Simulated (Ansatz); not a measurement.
# HgSe: pressure against volume per atom

Results calculated with Ansatz 0.2.0, not measured. Periodic Kohn-Sham DFT of a crystal at fixed atoms; pressure and stress are positive in compression; the energy is the free energy less that of spherical unpolarised free atoms; site moments are those in the method's own spheres, positive along +z.

Cell of the first row (space group F-43m, No. 216):
```
CELL_PARAMETERS angstrom
0.00000 2.97400 2.97400
2.97400 0.00000 2.97400
2.97400 2.97400 0.00000
ATOMIC_POSITIONS crystal
Hg 0.00000 0.00000 0.00000
Se 0.75000 0.75000 0.75000
```

Settings of every row: method frozen-core PAW; functional PBEsol; relativity scalar; k mesh 8x8x8; filling fermi-dirac; smearing width 0.01 eV; wave cutoff 420 eV; paw set soft_2.

Atom start moment: 0 on all atoms.

Limits: PAW files made with PBE; no spin-orbit coupling on heavy atoms.

```csv
row,volume per atom (Å³),pressure (GPa)
1,26.305,5.977
2,26.864,4.372
3,27.424,?
4,27.704,2.292
5,27.984,1.676
6,28.264,1.094
7,28.543,0.546
8,29.103,-0.458
9,29.663,-1.352
```

Question: what pressure should row 3 give?

Worked fit of pressure. Take u = (V_r/V)^(2/3) − 1 with V_r = 28.124 Å³ an atom, which is twice the finite (Eulerian) strain; such expansions in the strain, on which the Birch-Murnaghan equation of state is built, carry the rest volume and the bulk modulus. The shown rows have u = 0.04558, 0.03103, 0.01008, 0.00333, -0.0033, -0.00981, -0.02255, -0.03489. Least squares give pressure = 1.38 + 87.576 × u + 276.59 × u² + 318 × u³ GPa; a parabola predicts inner rows, each left out in turn, worse (root mean square 0.0051 against 0.0017 GPa). The rows lie off it by 0.001, -0.001, 0.001, 0.001, 0.000, -0.001, 0.000, 0.000. The pressure vanishes at u = -0.0166, or V = 28.84 Å³ an atom, and there the bulk modulus at fixed shape and fractions is B = −V dP/dV = (2/3)(1 + u) dP/du = 51.6 GPa. The withheld row has u = 0.01695, so the fit gives 1.38 + 87.576 × (0.01695) + 276.59 × (0.01695)² + 318 × (0.01695)³ = 2.945 GPa.

The calculation gave 2.945 GPa. The fit meets it to the printed digit.
